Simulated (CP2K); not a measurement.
The system is Ge.

```xyz
2
Lattice="4.0007 0.0000 0.0000 2.0003 3.4647 0.0000 2.0003 1.1549 3.2665" Properties=species:S:1:pos:R:3 pbc="T T T"
Ge    6.0010    3.4647    2.4499
Ge    4.0007    2.3098    1.6333
```

Base run:

| Quantity | Value |
| --- | --- |
| Program | CP2K 2026.2 |
| Functional | PBE |
| Potentials or basis | POTENTIAL_UZH Ge GTH-PBE-q4; ccGRB-D basis |
| Density cutoff | 6123 eV |
| k mesh | 8 × 8 × 8 |
| Occupations | fermi-dirac, width 0.05 eV |
| Spin | no spin polarisation |

Its results: band gap on the k mesh 0.12 eV, indirect (least direct gap 0.49 eV); pressure 4.6 GPa.

Task: The run is repeated on the same cell with these changes: potentials or basis from POTENTIAL_UZH Ge GTH-PBE-q4; ccGRB-D basis to POTENTIAL_UZH Ge GTH-PBE-q4; TZVP-MOLOPT-PBE-GTH basis; basis sets from Ge ccGRB-D-q4 to Ge TZVP-MOLOPT-PBE-GTH-q4. What comes out?

Result: Band gap on the k mesh none (metal or under the smearing width); pressure 4.0 GPa.

Caveats: the basis of atomic orbitals isn't converged, which shifts pressures, moduli and gaps.

A k mesh can miss the band edges.
